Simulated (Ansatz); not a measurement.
## Point defect: W vacancy in WS$_{2}$

The calculation used DFT PBE, scalar-relativistic, plane waves, PAW in Ansatz 0.2.0. Settings: 420 eV cutoff, 2×2×2 k-mesh, shifted by half a step, Gaussian smearing of 0.01 eV, collinear spin.

Host crystal, relaxed:

```
W S
1.0
     1.59387    0.92022    7.47444
    -1.59387    0.92022    7.47444
     0.00000   -1.84045    7.47444
W S
1 2
Direct
  0.00068 0.00068 0.00068
  0.40407 0.40407 0.40407
  0.26395 0.26395 0.26395
```

Supercell of 48 atoms, rows in host cell vectors: -1 3 -1; -1 -1 3; 3 -1 -1. Atoms relax at the host's cell, keeping the symmetry that the supercell leaves at the site. The cell is small, so energies carry finite-size errors of tenths of an eV. The host's Kohn–Sham gap is 1.64 eV. Atoms are taken from and returned to the elements' standard states.

Spin-orbit coupling is left out, which matters for the bands and energies of heavy elements. Starting moments were lost in some runs.

Defect: W vacancy at (0.001, 0.001, 0.001) of the host cell.

**Question.** What is the formation energy of the neutral defect?

**Answer.** 6.54 eV.

**Question.** Does the neutral defect carry a moment, and how do its surroundings relax?

**Answer.** It adds no moment. The nearest neighbours before are 6 S at 2.42 Å; after relaxation the atoms near the site are 6 S at 2.48 Å; the largest move is 0.07 Å.